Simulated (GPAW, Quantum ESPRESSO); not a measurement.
This is a calculation of MnO2 for Quantum ESPRESSO 7.5. The cell is a database's computed one, not the measured one.

File pw.in:

```
&CONTROL
  calculation = 'scf'
  prefix = 'pwscf'
  outdir = './tmp'
  pseudo_dir = './pseudo'
  tprnfor = .true.
  tstress = .true.
  disk_io = 'low'
/
&SYSTEM
  ibrav = 0
  celldm(1) = 8
  nat = 6
  ntyp = 2
  ecutwfc = 45
  ecutrho = 360
  nbnd = 40
  occupations = 'smearing'
  smearing = 'fd'
  degauss = 0.00367493
  nspin = 2
  starting_magnetization(1) = 0.2667
  starting_magnetization(2) = 0
/
&ELECTRONS
  conv_thr = 1.2d-09
  electron_maxstep = 120
  mixing_beta = 0.3
/
ATOMIC_SPECIES
Mn    54.9380 mn_pbesol_v1.5.uspp.F.UPF
O     15.9990 o_pbesol_v1.2.uspp.F.UPF
CELL_PARAMETERS alat
  1.0394482155588   0.0000000000000   0.0000000000000
  0.0000000000000   1.0394482155588   0.0000000000000
  0.0000000000000   0.0000000000000   0.6772490105695
ATOMIC_POSITIONS crystal
Mn     0.5000000000    0.5000000000    0.5000000000
Mn     0.0000000000    0.0000000000    0.0000000000
O      0.8049161500    0.1950838500    0.5000000000
O      0.6950838500    0.6950838500    0.0000000000
O      0.1950838500    0.8049161500    0.5000000000
O      0.3049161500    0.3049161500    0.0000000000
K_POINTS automatic
6 6 9 0 0 0
```

Contents of pp_density.in:

```
&INPUTPP
  prefix = 'pwscf'
  outdir = './tmp'
  filplot = 'density.dat'
  plot_num = 0
/
&PLOT
  nfile = 1
  filepp(1) = 'density.dat'
  iflag = 3
  output_format = 6
  fileout = 'density.cube'
/
```

File pp_potential.in:

```
&INPUTPP
  prefix = 'pwscf'
  outdir = './tmp'
  filplot = 'potential.dat'
  plot_num = 11
/
&PLOT
  nfile = 1
  filepp(1) = 'potential.dat'
  iflag = 3
  output_format = 6
  fileout = 'potential.cube'
/
```

Contents of pp_spin.in:

```
&INPUTPP
  prefix = 'pwscf'
  outdir = './tmp'
  filplot = 'spin.dat'
  plot_num = 6
/
&PLOT
  nfile = 1
  filepp(1) = 'spin.dat'
  iflag = 3
  output_format = 6
  fileout = 'spin.cube'
/
```

Potentials or basis: GBRV 1.5 PBEsol.

Run with:

```sh
$ OMP_NUM_THREADS=1 mpirun -n 2 pw.x -nk 2 -in pw.in > pw.out
$ OMP_NUM_THREADS=1 mpirun -n 1 pp.x -in pp_density.in > pp_density.out
$ OMP_NUM_THREADS=1 mpirun -n 1 pp.x -in pp_potential.in > pp_potential.out
$ OMP_NUM_THREADS=1 mpirun -n 1 pp.x -in pp_spin.in > pp_spin.out
```

Problem. Translate it to GPAW 26.7.0 (ASE script). Potentials or basis there: PAW data sets generated for this functional, cutoff 800 eV.

Solution. As run (cutoffs and basis follow the program's own potentials, and thresholds, step limits or extra output files can differ):

run.py

```python
from ase import Atoms
from ase.dft.bandgap import bandgap
from ase.io import write
from ase.units import GPa
from gpaw import GPAW, PW, setup_paths

setup_paths.insert(0, '.')

atoms = Atoms(['Mn', 'Mn', 'O', 'O', 'O', 'O'],
              cell=[[4.4004184607, 0.0, 0.0],
                    [0.0, 4.4004184607, 0.0],
                    [0.0, 0.0, 2.86707794]],
              scaled_positions=[[0.5, 0.5, 0.5],
                                [0.0, 0.0, 0.0],
                                [0.80491615, 0.19508385, 0.5],
                                [0.69508385, 0.69508385, 0.0],
                                [0.19508385, 0.80491615, 0.5],
                                [0.30491615, 0.30491615, 0.0]],
              pbc=True)
atoms.set_initial_magnetic_moments([4.0, 4.0, 0.0, 0.0, 0.0, 0.0])

calc = GPAW(mode=PW(800),
            xc='PBEsol',
            kpts={'size': (6, 6, 9), 'gamma': True},
            occupations={'name': 'fermi-dirac', 'width': 0.05},
            nbands=47,
            convergence={'density': 1e-05, 'energy': 1e-05},
            maxiter=150,
            txt='gpaw.txt')
atoms.calc = calc
energy = atoms.get_potential_energy()
forces = atoms.get_forces()
stress = atoms.get_stress()
calc.write('gs.gpw')
write('result.traj', atoms)
print(f'Energy: {energy:.6f} eV')
print('Forces (eV/A):')
print(forces.round(4))
print('Stress (GPa):', (stress / GPa).round(3))
print('Moments:', calc.get_magnetic_moments().round(3))
print('Fermi level:', round(calc.get_fermi_level(), 4), 'eV')
print(f'Gap: {bandgap(calc)[0]:.4f} eV, direct: {bandgap(calc, direct=True)[0]:.4f} eV')
```

Potentials or basis: PAW data sets generated in the run's folder for this functional, pw.

Launch:

```console
$ gpaw-setup -f PBEsol Mn O
$ OMP_NUM_THREADS=1 python run.py
```

Both were run:

|  | Quantum ESPRESSO | GPAW |
| --- | --- | --- |
| Pressure | -2.3 GPa | 0.2 GPa |
| Net moment | 5.98 μB per cell | 5.97 μB per cell |

The magnetic state is the one that the start led to; the real crystal's order can differ.

Pressure is positive in compression.
